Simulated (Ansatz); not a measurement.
HgSe under changes of volume

One of the cells (28.067 Å³/atom); the others are scaled copies at fixed shape and fractional positions:

```
Hg Se
1.0
     0.00000    3.03900    3.03900
     3.03900    0.00000    3.03900
     3.03900    3.03900    0.00000
Hg Se
1 1
Direct
  0.00000 0.00000 0.00000
  0.75000 0.75000 0.75000
```

| Property | Result |
| --- | --- |
| Program | Ansatz 0.2.0 |
| Functional | HSE06 |
| Potentials or basis | Ansatz PAW |
| Cutoff | 420 eV (not typed: the program's choice for these potentials) |
| k mesh | 4 × 4 × 4 |
| Occupations | fermi-dirac, width 0.05 eV |
| Spin | no spin polarisation |

```tsv
volume (Å³/atom)	energy over the lowest point (meV/atom)	pressure (GPa)
26.383	71.69	7.8
26.944	47.43	6.1
27.505	?	?
28.067	15.31	3.2
28.628	6.30	2.0
29.189	1.36	0.9
29.751	0.00	-0.1
```

Question: What does the run at 27.505 Å³/atom give?

Answer: Energy over the lowest point 28.78 meV/atom; pressure 4.5 GPa.

Worked out: A Birch-Murnaghan fit of order 3 (a polynomial in V^(-2/3)) to the other rows has its minimum at 29.69 Å³/atom with B0 = V·E''(V) = 49 GPa and B' = 4.9. It gives 28.85 meV/atom at 27.505 Å³/atom, against the run's 28.78, and -dE/dV = 4.6 GPa, against 4.5.

Energies are extrapolated to zero smearing.

Caveats: all runs use coarse meshes; the PAW data sets come from PBE, with cores solved anew for the run's functional, which leaves a small shift of forces and pressure; the thresholds are loose for stress.
